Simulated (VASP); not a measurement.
## From an Ansatz input to VASP: BN (zincblende)

Ansatz input

```yaml
crystal:
  lattice:
    - [0.0, 1.8048254637, 1.8048254637]
    - [1.8048254637, 0.0, 1.8048254637]
    - [1.8048254637, 1.8048254637, 0.0]
  atoms:
    - { symbol: B, position: [0.0, 0.0, 0.0] }
    - { symbol: "N", position: [0.25, 0.25, 0.25] }
kpoints:
  mp_grid: { grid: [8, 8, 8] }
  band_path:
    path:
      - [0.0, 0.0, 0.0]
      - [0.5, 0.0, 0.5]
      - [0.5, 0.25, 0.75]
      - [0.375, 0.375, 0.75]
      - [0.5, 0.5, 0.5]
      - [0.625, 0.25, 0.625]
    npoints: 1
hamiltonian:
  xc: pbe0
scf:
  occupations: { method: fixed }
  n_extra_bands: 4
output:
  forces: true
  stress: true
  eigenvalues: true
```

Which VASP files do the same job?



INCAR, step 1 (PBE orbitals to start from)

```
LASPH = .TRUE.
NBANDS = 11
EDIFF = 1E-5
NELM = 120
GGA = PE
ENCUT = 520
LCHARG = .FALSE.
LREAL = .FALSE.
SIGMA = 0.01
ISMEAR = 0
PREC = Accurate
LWAVE = .TRUE.
```

INCAR, step 2

```
SIGMA = 0.01
ENCUT = 520
LHFCALC = .TRUE.
EDIFF = 1E-7
ALGO = Normal
ISTART = 1
NSW = 0
PRECFOCK = Fast
AEXX = 0.25
NELM = 120
IBRION = -1
LWAVE = .FALSE.
GGA = PE
HFRCUT = -1
LCHARG = .FALSE.
PREC = Accurate
LASPH = .TRUE.
ISIF = 2
LREAL = .FALSE.
NBANDS = 11
ISMEAR = 0
```

KPOINTS

```
KPOINTS created by Atomic Simulation Environment
0
Gamma
8 8 8
0 0 0
```

KPOINTS_OPT

```
special points
6
Reciprocal
0.0000000000 0.0000000000 0.0000000000 1
0.5000000000 0.0000000000 0.5000000000 1
0.5000000000 0.2500000000 0.7500000000 1
0.3750000000 0.3750000000 0.7500000000 1
0.5000000000 0.5000000000 0.5000000000 1
0.6250000000 0.2500000000 0.6250000000 1
```

POSCAR

```
B  N
 1.0000000000000000
     0.0000000000000000    1.8048254637186480    1.8048254637186480
     1.8048254637186480   -0.0000000000000000    1.8048254637186480
     1.8048254637186480    1.8048254637186480    0.0000000000000000
 B   N
   1   1
Cartesian
  0.0000000000000000  0.0000000000000000 -0.0000000000000000
  0.9024127318593240  0.9024127318593240  0.9024127318593240
```

VASP ran with the recommended PBE PAW datasets (8 valence electrons in the cell). Other inputs would serve too.

|  | Ansatz | VASP |
| --- | --- | --- |
| gap between bands v and c | 6.56 eV | 6.54 eV |
| least direct gap | 11.36 eV | 11.34 eV |
| pressure | -4.3 GPa | -3.8 GPa |

Datasets and cutoffs are each program's own. VASP's cell holds 8 valence electrons and Ansatz's 8. Ansatz's stress includes a Pulay correction; VASP's doesn't.
